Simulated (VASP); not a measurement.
# TaC (Fm-3m) in VASP: notebook, part 2 of 2

VASP 6.6.1. Earlier steps stand in the parts before.

### 5 Single point, PBE

INCAR reads:

```
SYSTEM = TaC
PREC = Accurate
ENCUT = 520
EDIFF = 1E-7
ISMEAR = 0
SIGMA = 0.1
LREAL = .FALSE.
LASPH = .TRUE.
NELM = 60
ALGO = Normal
ISIF = 2
LWAVE = .FALSE.
LCHARG = .FALSE.
GGA = PE
```

KPOINTS reads:

```
Automatic mesh
0
G
  12 12 12
  0 0 0
```

POSCAR reads:

```
TaC
1.0
    0.0000000000      2.2230000000      2.2230000000
    2.2230000000      0.0000000000      2.2230000000
    2.2230000000      2.2230000000      0.0000000000
Ta C
1 1
Direct
    0.0000000000      0.0000000000      0.0000000000
    0.5000000000      0.5000000000      0.5000000000
```

Potentials or basis: VASP PAW PBE potentials, release 64 (Ta_pv, C).

Run with:

```console
$ cat potpaw_PBE.64/Ta_pv/POTCAR potpaw_PBE.64/C/POTCAR > POTCAR
$ mpirun -np 1 vasp_std > vasp.out
```

OUTCAR:

```text
SYSTEM = TaC
   PREC = Accurate
   ENCUT = 520
   EDIFF = 1E-7
   ISMEAR = 0
   LREAL = .FALSE.
   LASPH = .TRUE.
   NELM = 60
   ISIF = 2
   GGA = PE

 ion  position               nearest neighbor table
   1  0.000  0.000  0.000-   2 2.22   2 2.22   2 2.22   2 2.22   2 2.22   2 2.22
   2  0.500  0.500  0.500-   1 2.22   1 2.22   1 2.22   1 2.22   1 2.22   1 2.22

  LATTYP: Found a face centered cubic cell.
 ALAT       =     4.4460000000

  Lattice vectors:

 A1 = (   0.0000000000,   2.2230000000,   2.2230000000)
 A2 = (   2.2230000000,   0.0000000000,   2.2230000000)
 A3 = (   2.2230000000,   2.2230000000,   0.0000000000)

Analysis of symmetry for initial positions (statically):
=====================================================================
 Subroutine PRICEL returns:
 Original cell was already a primitive cell.

 Routine SETGRP: Setting up the symmetry group for a
 face centered cubic supercell.

 Subroutine GETGRP returns: Found 48 space group operations
 (whereof 48 operations were pure point group operations)
 out of a pool of 48 trial point group operations.

The static configuration has the point symmetry O_h .

Analysis of symmetry for dynamics (positions and initial velocities):
[... 174 lines left out ...]
      6       7.1131      2.00000
      7       7.1131      2.00000
      8       7.9768      2.00000
      9       7.9768      2.00000
     10       7.9768      2.00000
     11       9.1188      0.00000
[... 309 lines left out ...]
 k-point    24 :      -0.4167    0.1667    0.0000
  band No.  band energies     occupation
      1     -27.2532      2.00000
      2     -26.8067      2.00000
      3     -26.6998      2.00000
      4      -2.4721      2.00000
      5       0.4681      2.00000
      6       3.2821      2.00000
      7       3.3017      2.00000
      8      10.4016      0.00000
      9      10.9005      0.00000
     10      11.6474      0.00000
     11      15.7151      0.00000

 [... further k-points ...]

------------------------ aborting loop because EDIFF is reached ----------------------------------------

  FORCE on cell =-STRESS in cart. coord.  units (eV):
  Direction    XX          YY          ZZ          XY          YZ          ZX
  --------------------------------------------------------------------------------------
  -------------------------------------------------------------------------------------
  Total        1.0314785      1.0314785      1.0314785      0.0000000      0.0000000      0.0000000
  in kB       75.2181024     75.2181024     75.2181024      0.0000000      0.0000000      0.0000000
  external PRESSURE =      75.2181024 kB  Pullay stress =       0.0000000 kB

 VOLUME and BASIS-vectors are now :
 -----------------------------------------------------------------------------
  energy-cutoff  :      520.00
  volume of cell :       21.97
      direct lattice vectors                 reciprocal lattice vectors
     0.000000000  2.223000000  2.223000000    -0.224921278  0.224921278  0.224921278
     2.223000000  0.000000000  2.223000000     0.224921278 -0.224921278  0.224921278
     2.223000000  2.223000000  0.000000000     0.224921278  0.224921278 -0.224921278

 POSITION                                       TOTAL-FORCE (eV/Angst)
 -----------------------------------------------------------------------------------
      0.00000      0.00000      0.00000        -0.000000      0.000000      0.000000
      2.22300      2.22300      2.22300         0.000000      0.000000     -0.000000
 -----------------------------------------------------------------------------------
    total drift:                                0.000000     -0.000000     -0.000000

  FREE ENERGIE OF THE ION-ELECTRON SYSTEM (eV)
  ---------------------------------------------------
  free  energy   TOTEN  =       -22.1896750542 eV

  energy  without entropy=      -22.1846195055  energy(sigma->0) =      -22.18714728
```

OSZICAR:

```text
N       E                     dE             d eps       ncg     rms          rms(c)
DAV:   1     0.789849869852E+02    0.78985E+02   -0.82648E+03  1592   0.133E+03
DAV:   2    -0.222717579129E+02   -0.10126E+03   -0.97542E+02  1811   0.322E+02
DAV:   3    -0.256236123376E+02   -0.33519E+01   -0.32642E+01  2027   0.518E+01
DAV:   4    -0.256788089002E+02   -0.55197E-01   -0.55021E-01  1870   0.589E+00
DAV:   5    -0.256798522288E+02   -0.10433E-02   -0.10422E-02  2047   0.620E-01    0.250E+01
DAV:   6    -0.222667900299E+02    0.34131E+01   -0.16055E+01  1728   0.320E+01    0.975E+00
DAV:   7    -0.222153349815E+02    0.51455E-01   -0.31469E-01  1749   0.518E+00    0.585E+00
DAV:   8    -0.221911313846E+02    0.24204E-01   -0.64941E-02  1714   0.244E+00    0.373E-01
DAV:   9    -0.221899375601E+02    0.11938E-02   -0.10815E-02  1805   0.683E-01    0.183E-01
DAV:  10    -0.221896922528E+02    0.24531E-03   -0.17930E-03  1773   0.395E-01    0.316E-02
DAV:  11    -0.221896787215E+02    0.13531E-04   -0.58988E-05  1861   0.852E-02    0.194E-02
DAV:  12    -0.221896753394E+02    0.33821E-05   -0.12896E-05  1823   0.352E-02    0.826E-03
DAV:  13    -0.221896750581E+02    0.28129E-06   -0.38798E-07  1731   0.788E-03    0.895E-04
DAV:  14    -0.221896750542E+02    0.38483E-08   -0.10123E-08   882   0.111E-03
   1 F= -.22189675E+02 E0= -.22187147E+02  d E =-.505555E-02
```

stdout:

```text
POSCAR found type information on POSCAR TaC
 POSCAR found :  2 types and       2 ions
 scaLAPACK will be used
 LDA part: xc-table for (Slater+PW92), standard interpolation
 POSCAR, INCAR and KPOINTS ok, starting setup
 FFT: planning ... GRIDC
 FFT: planning ... GRID_SOFT
 FFT: planning ... GRID
 WAVECAR not read
 entering main loop
```

Wall time 8 s (1 thread of Intel Xeon Platinum 8488C (Sapphire Rapids), shared host); peak memory 0.15 GiB.

Results:

```
Free energy            : -22.1897 eV
Pressure               : 7.5 GPa
Band gap on the k mesh : none (metal or under the smearing width)
```

Spin-orbit coupling is left out, which matters for the levels of Ta.

### 6 The runs side by side

| cutoff (eV) | gap on the mesh (eV) |
| --- | --- |
| 400 | none |
| 450 | none |
| 520 | none |

Alike in all rows: task single point; level PBE; potentials or basis VASP PAW PBE potentials, release 64 (Ta_pv, C); no spin polarisation; cell as given; k mesh 12 × 12 × 12; smearing gaussian 0.1 eV.

Every run on the cell as given and a fine mesh finds a metal.

Caveats: the cutoff is under 1.25 times the usual one of these potentials, so pressure, stress and relaxed cells hold a basis-set (Pulay) error (some runs).

Absolute energies hang on the potentials; compare differences alone.
